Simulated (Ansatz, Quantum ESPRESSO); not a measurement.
# AlAs (F-43m): third-order response

Wanted: vibrational spectra of AlAs (F-43m) from linear and non-linear response.

Method: DFT LDA, scalar-relativistic, plane waves, PseudoDojo norm-conserving pseudopotentials, in Quantum ESPRESSO 8.0 development, patched.

## 1. The structure

The structure is cubic, space group F-43m (No. 216). The conventional cell has a = 5.661 Å, b = 5.661 Å, c = 5.661 Å, α = 90.00°, β = 90.00°, γ = 90.00°. Nearest to Al lie 4 As at 2.45 Å. Nearest to As lie 4 Al at 2.45 Å. Farther neighbours are not listed.

As a file:

```cif
data_structure
_symmetry_space_group_name_H-M 'P 1'
_symmetry_Int_Tables_number 1
_cell_length_a 4.0028
_cell_length_b 4.0028
_cell_length_c 4.0028
_cell_angle_alpha 60.000
_cell_angle_beta 60.000
_cell_angle_gamma 60.000
_cell_volume 45.35
loop_
_atom_site_label
_atom_site_type_symbol
_atom_site_fract_x
_atom_site_fract_y
_atom_site_fract_z
_atom_site_occupancy
Al1 Al 0.00000 0.00000 0.00000 1
As2 As 0.25000 0.25000 0.25000 1
```

## 2. A probe with smearing

Before anything dear is run, a loose run with smearing shows whether this is a metal and how far the cell is from rest.

The input, probe.in:

```
 &control
    calculation='scf',
    prefix='x',
    outdir='./tmp',
    pseudo_dir='./pseudo',
    tprnfor=.true.,
    tstress=.true.,
    verbosity='high',
 /
 &system
    ibrav=2,
    celldm(1)=10.69736165,
    nat=2,
    ntyp=2,
    ecutwfc=80.0,
    occupations='smearing',
    smearing='gaussian',
    degauss=0.01,
 /
 &electrons
    conv_thr=1.0d-07,
    mixing_beta=0.7,
    electron_maxstep=100,
 /
ATOMIC_SPECIES
 Al     26.9815  Al.upf
 As     74.9216  As.upf
ATOMIC_POSITIONS crystal
 Al     0.000000000   0.000000000   0.000000000
 As     0.250000000   0.250000000   0.250000000
K_POINTS automatic
 6 6 6 0 0 0
```

The run is started by

```console
> OMP_NUM_THREADS=1 mpirun -n 4 pw.x -nk 4 -in probe.in > probe.out
```

Log:

```text
[banners, grids, parts of the stress and lines that vanish by symmetry left out]
Program PWSCF v.8.0dev
     bravais-lattice index     =            2
     lattice parameter (alat)  =      10.6974  a.u.
[...]
kinetic-energy cutoff     =      80.0000  Ry
     charge density cutoff     =     320.0000  Ry
     scf convergence threshold =      1.0E-07
[...]
Exchange-correlation= SLA-PW-NOGX-NOGC
                           (   1   4   0   0   0   0   0)
[...]
24 Sym. Ops. (no inversion) found
[...]
(     0          1          0      )
                  (     0          0          1      )
[...]
(  0.0000000  1.0000000  0.0000000 )
                  (  0.0000000  0.0000000  1.0000000 )
[...]
(     1          0         -1      )
                  (     0          0         -1      )
[...]
(  0.0000000  1.0000000  0.0000000 )
[...]
(    -1          0          1      )
                  (    -1          0          0      )
[...]
(  0.0000000  0.0000000  1.0000000 )
                  (  0.0000000 -1.0000000  0.0000000 )
[...]
number of k points=    16  Gaussian smearing, width (Ry)=  0.0100
[...]
End of self-consistent calculation
[...]
the Fermi energy is     6.8684 ev
!    total energy              =    -216.74324414 Ry
[...]
convergence has been achieved in   6 iterations
[...]
atom    1 type  1   force =     0.00000000    0.00000000    0.00000000
     atom    2 type  2   force =     0.00000000    0.00000000    0.00000000
[...]
Total force =     0.000000     Total SCF correction =     0.000000
[...]
total   stress  (Ry/bohr**3)                   (kbar)     P=      -15.22
[...]
XML data file, charge density, pseudopotentials, collected wavefunctions

   JOB DONE.
```

Elapsed: 6.4 s, on 4 MPI ranks of Arm Neoverse N1, shared host; 25 s of CPU time.

This step gave:

```yaml
volume_per_atom: 22.67 Å³
pressure: -1.522 GPa
gap_on_the_k_mesh: 1.349 eV
```

A gap of 1.3 eV opens on this mesh, so the crystal is taken as an insulator; the start stands at -1.5 GPa.

## 3. Relaxation

The relaxation runs at a cutoff a fifth above that of the response, since stress converges more slowly with the basis than frequencies do. Forces and stress are brought to rest with tight thresholds.

The input, relax.in:

```
 &control
    calculation='vc-relax',
    prefix='x',
    outdir='./tmp',
    pseudo_dir='./pseudo',
    tprnfor=.true.,
    tstress=.true.,
    forc_conv_thr=2.0d-05,
    etot_conv_thr=1.0d-07,
    nstep=40,
 /
 &system
    ibrav=2,
    celldm(1)=10.69736165,
    nat=2,
    ntyp=2,
    ecutwfc=96,
    occupations='fixed',
    nbnd=11,
 /
 &electrons
    conv_thr=1.0d-11,
    mixing_beta=0.7,
    electron_maxstep=100,
 /
 &ions
 /
 &cell
    press_conv_thr=0.2,
 /
ATOMIC_SPECIES
 Al     26.9815  Al.upf
 As     74.9216  As.upf
ATOMIC_POSITIONS crystal
 Al     0.000000000   0.000000000   0.000000000
 As     0.250000000   0.250000000   0.250000000
K_POINTS automatic
 10 10 10 0 0 0
```

The run is started by

```console
> OMP_NUM_THREADS=1 mpirun -n 4 pw.x -nk 4 -in relax.in > relax.out
```

Log:

```text
[banners, grids, parts of the stress and lines that vanish by symmetry left out]
[banner, memory and clock lines left out]
Program PWSCF v.8.0dev

[...]
kinetic-energy cutoff     =      96.0000  Ry
     charge density cutoff     =     384.0000  Ry
     scf convergence threshold =      1.0E-11
[...]
energy convergence thresh.=      1.0E-07
     force convergence thresh. =      2.0E-05
     press convergence thresh. =      2.0E-01
     Exchange-correlation= SLA-PW-NOGX-NOGC
                           (   1   4   0   0   0   0   0)
[...]
24 Sym. Ops. (no inversion) found
[...]
number of k points=    47
[...]
c_bands: 1 eigenvalues not converged on the other pools
[...]
End of self-consistent calculation
[...]
highest occupied, lowest unoccupied level (ev):     6.2466    7.6012
!    total energy              =    -216.74432939 Ry
[...]
convergence has been achieved in  10 iterations
[...]
atom    1 type  1   force =     0.00000000    0.00000000    0.00000000
     atom    2 type  2   force =     0.00000000    0.00000000    0.00000000
     Total force =     0.000000     Total SCF correction =     0.000000
[...]
total   stress  (Ry/bohr**3)                   (kbar)     P=      -14.10
[...]
number of bfgs steps    =   0
[...]
CELL_PARAMETERS (alat= 10.69736165)
[...]
ATOMIC_POSITIONS (crystal)
Al               0.0000000000        0.0000000000        0.0000000000
As               0.2500000000        0.2500000000        0.2500000000
[...]
New effective cutoffs (rho, wfc):  385.47   96.45
[...]
End of self-consistent calculation
[...]
highest occupied, lowest unoccupied level (ev):     6.3259    7.6688
!    total energy              =    -216.74450212 Ry
[...]
convergence has been achieved in   5 iterations
[...]
atom    1 type  1   force =     0.00000000    0.00000000    0.00000000
     atom    2 type  2   force =     0.00000000   -0.00000000    0.00000000
     Total force =     0.000000     Total SCF correction =     0.000000
[...]
total   stress  (Ry/bohr**3)                   (kbar)     P=       -9.03
[...]
number of bfgs steps    =   1
[...]
CELL_PARAMETERS (alat= 10.69736165)
[...]
ATOMIC_POSITIONS (crystal)
Al               0.0000000000        0.0000000000        0.0000000000
As               0.2500000000        0.2500000000        0.2500000000
[...]
New effective cutoffs (rho, wfc):  388.27   97.15
[...]
End of self-consistent calculation
[...]
highest occupied, lowest unoccupied level (ev):     6.4464    7.7714
!    total energy              =    -216.74461563 Ry
[...]
convergence has been achieved in   7 iterations
[...]
atom    1 type  1   force =     0.00000000    0.00000000    0.00000000
     atom    2 type  2   force =    -0.00000000    0.00000000   -0.00000000
     Total force =     0.000000     Total SCF correction =     0.000000
[...]
total   stress  (Ry/bohr**3)                   (kbar)     P=       -1.10
[...]
number of bfgs steps    =   2
[...]
CELL_PARAMETERS (alat= 10.69736165)
[...]
ATOMIC_POSITIONS (crystal)
[...]
New effective cutoffs (rho, wfc):  388.65   97.25
[...]
End of self-consistent calculation
[...]
highest occupied, lowest unoccupied level (ev):     6.4631    7.7856
!    total energy              =    -216.74461728 Ry
[...]
convergence has been achieved in   7 iterations
[...]
atom    1 type  1   force =     0.00000000    0.00000000    0.00000000
     atom    2 type  2   force =    -0.00000000   -0.00000000   -0.00000000
     Total force =     0.000000     Total SCF correction =     0.000000
[...]
total   stress  (Ry/bohr**3)                   (kbar)     P=        0.02
[...]
number of bfgs steps    =   3
[...]
small trust_radius: resetting bfgs history
[...]
CELL_PARAMETERS (alat= 10.69736165)
[...]
ATOMIC_POSITIONS (crystal)
[...]
New effective cutoffs (rho, wfc):  388.65   97.25
[...]
End of self-consistent calculation
[...]
highest occupied, lowest unoccupied level (ev):     6.4630    7.7855
!    total energy              =    -216.74461728 Ry
[...]
convergence has been achieved in   3 iterations
[...]
atom    1 type  1   force =    -0.00000000   -0.00000000    0.00000000
     atom    2 type  2   force =     0.00000000    0.00000000   -0.00000000
     Total force =     0.000000     Total SCF correction =     0.000000
[...]
total   stress  (Ry/bohr**3)                   (kbar)     P=        0.01
[...]
bfgs converged in   5 scf cycles and   4 bfgs steps
[...]
End of BFGS Geometry Optimization
     Final enthalpy           =    -216.7446172784 Ry
     File ./tmp/x.bfgs deleted, as requested
[...]
CELL_PARAMETERS (alat= 10.69736165)
[...]
ATOMIC_POSITIONS (crystal)
Al              -0.0000000000        0.0000000000       -0.0000000000
As               0.2500000000        0.2500000000        0.2500000000
[...]
Final scf calculation at the relaxed structure.
[...]
kinetic-energy cutoff     =      96.0000  Ry
     charge density cutoff     =     384.0000  Ry
     scf convergence threshold =      1.0E-13
[...]
press convergence thresh. =      2.0E-01
     Exchange-correlation= SLA-PW-NOGX-NOGC
                           (   1   4   0   0   0   0   0)
[...]
24 Sym. Ops. (no inversion) found
[...]
number of k points=    47
[...]
End of self-consistent calculation
[...]
highest occupied, lowest unoccupied level (ev):     6.4630    7.7855
!    total energy              =    -216.74461236 Ry
[...]
convergence has been achieved in  12 iterations
[...]
atom    1 type  1   force =     0.00000000    0.00000000    0.00000000
     atom    2 type  2   force =     0.00000000    0.00000000    0.00000000
     Total force =     0.000000     Total SCF correction =     0.000000
[...]
total   stress  (Ry/bohr**3)                   (kbar)     P=       -0.00
[...]
XML data file, charge density, pseudopotentials, collected wavefunctions
```

It took 89 s on 4 MPI ranks.

Step by step:

```csv
step,energy less that of the first step (eV),largest force (eV/Å),pressure (GPa),volume (Å³)
1,0.0000,0.0000,-1.41,45.35
2,-0.0024,0.0000,-0.90,45.02
3,-0.0039,0.0000,-0.11,44.54
4,-0.0039,0.0000,0.00,44.47
5,-0.0039,0.0000,0.00,44.47
6,-0.0039,0.0000,0.00,44.47
```

```csv
"conventional cell, symmetrised",before,after,change
a (Å),5.661,5.624,-0.6 %
b (Å),5.661,5.624,-0.6 %
c (Å),5.661,5.624,-0.6 %
volume (Å³/atom),22.67,22.24,-1.9 %
```

Final coordinates:

```xyz
2
Lattice="-2.8121 0.0000 2.8121 0.0000 2.8121 2.8121 -2.8121 2.8121 0.0000" Properties=species:S:1:pos:R:3 pbc="T T T"
Al    0.0000    0.0000    0.0000
As   -1.4060    1.4060    1.4060
```

The last row of the table of steps is pw.x's closing run on a basis chosen anew for the final cell, so its energy can jump.

Read from the output:

```
volume per atom   : 22.24 Å³
pressure          : 0 GPa
gap on the k-mesh : 1.322 eV
```

The volume changes by -1.9 % from the cell with which this run began.

## 4. Self-consistent run for the response

Perturbation theory inherits every error of the wavefunctions, so the threshold is set near the limit of the arithmetic. With a gap, occupations are fixed, which also allows the response to an electric field.

The input, scf.in:

```
 &control
    calculation='scf',
    prefix='x',
    outdir='./tmp',
    pseudo_dir='./pseudo',
    tprnfor=.true.,
    tstress=.true.,
 /
 &system
    ibrav=2,
    celldm(1)=10.62802548,
    nat=2,
    ntyp=2,
    ecutwfc=80.0,
    occupations='fixed',
    nbnd=11,
 /
 &electrons
    conv_thr=1.0d-12,
    mixing_beta=0.7,
    electron_maxstep=100,
 /
ATOMIC_SPECIES
 Al     26.9815  Al.upf
 As     74.9216  As.upf
ATOMIC_POSITIONS crystal
 Al     0.000000000   0.000000000   0.000000000
 As     0.250000000   0.250000000   0.250000000
K_POINTS automatic
 12 12 12 0 0 0
```

The run is started by

```console
> OMP_NUM_THREADS=1 mpirun -n 4 pw.x -nk 4 -in scf.in > scf.out
```

Log:

```text
[banners, grids, parts of the stress and lines that vanish by symmetry left out]
[banner, memory and clock lines left out]
Program PWSCF v.8.0dev

[...]
kinetic-energy cutoff     =      80.0000  Ry
     charge density cutoff     =     320.0000  Ry
     scf convergence threshold =      1.0E-12
[...]
Exchange-correlation= SLA-PW-NOGX-NOGC
                           (   1   4   0   0   0   0   0)
[...]
24 Sym. Ops. (no inversion) found
[...]
number of k points=    72
[...]
c_bands: 1 eigenvalues not converged on the other pools
[...]
End of self-consistent calculation
[...]
highest occupied, lowest unoccupied level (ev):     6.4629    7.7857
!    total energy              =    -216.74449647 Ry
[...]
convergence has been achieved in  11 iterations
[...]
atom    1 type  1   force =     0.00000000    0.00000000    0.00000000
     atom    2 type  2   force =     0.00000000    0.00000000    0.00000000
     Total force =     0.000000     Total SCF correction =     0.000000
[...]
total   stress  (Ry/bohr**3)                   (kbar)     P=       -1.19
[...]
XML data file, charge density, pseudopotentials, collected wavefunctions
```

Wall time 33 s (4 MPI ranks).

This step gave:

```
pressure          : -0.119 GPa
gap on the k-mesh : 1.323 eV
```

The cell stands at -0.12 GPa, close enough for phonons.

[end of part 1 of 3]

[Host names and launcher messages were left out of these logs when they were recorded.]

[Logs are printed without paths, hosts, clocks, repeated set-up lines and the standing remarks that a program may print on its own settings, such as how far it seeks lower states.]

[Hosts, paths, dates, database ids (printed as entryN), source tags and the programs' standing remarks are cut or masked in the printed files.]
